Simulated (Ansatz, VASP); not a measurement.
La2O3 in VASP and in Ansatz

```
La O
1.0
     3.93078    0.00000    0.00000
    -1.96539    3.40415    0.00000
     0.00000    0.00000    6.11195
La O
2 3
Direct
  0.33333 0.66667 0.24624
  0.66667 0.33333 0.75376
  0.00000 0.00000 0.00000
  0.33333 0.66667 0.64589
  0.66667 0.33333 0.35411
```

The cell is a database's computed one.

Alike in both runs: task single point; functional PBE; k mesh 8 × 8 × 5; occupations fermi-dirac, width 0.05 eV; no spin polarisation.

|  | VASP | Ansatz |
| --- | --- | --- |
| version | VASP 6.6.1 | Ansatz 0.2.0 |
| potentials or method | VASP PAW PBE potentials, release 64 (La, O) | Ansatz PAW |
| plane-wave cutoff (eV) | 520 | 420 |
| valence electrons in the cell | 40 | 40 |

```tsv
	VASP	Ansatz	Ansatz less VASP
gap on the k mesh at the Fermi level (eV)	3.89	3.87	-0.018
least direct gap on the mesh (eV)	4.07	4.06	-0.014
pressure (GPa)	1.6	1.9	+0.29
largest component of the traceless stress (GPa)	0.22	0.18	-0.042
rms of the force components (eV/Å)	0.004	0.006	+0.0021
```

Atom by atom the forces differ by 0.005 eV/Å (rms over components).

Caveats: spin-orbit coupling is left out, which moves the levels of the heavy elements; an odd mesh through Γ misses points on the zone boundary, where band edges often lie (VASP); odd divisions of the mesh miss points on the zone boundary, where band edges often lie, so the gap on the mesh can be too wide (Ansatz); the pressure holds a Pulay correction of +0.4 GPa for the finite cutoff (Ansatz). As with any semilocal functional, this PBE gap is likely too small.
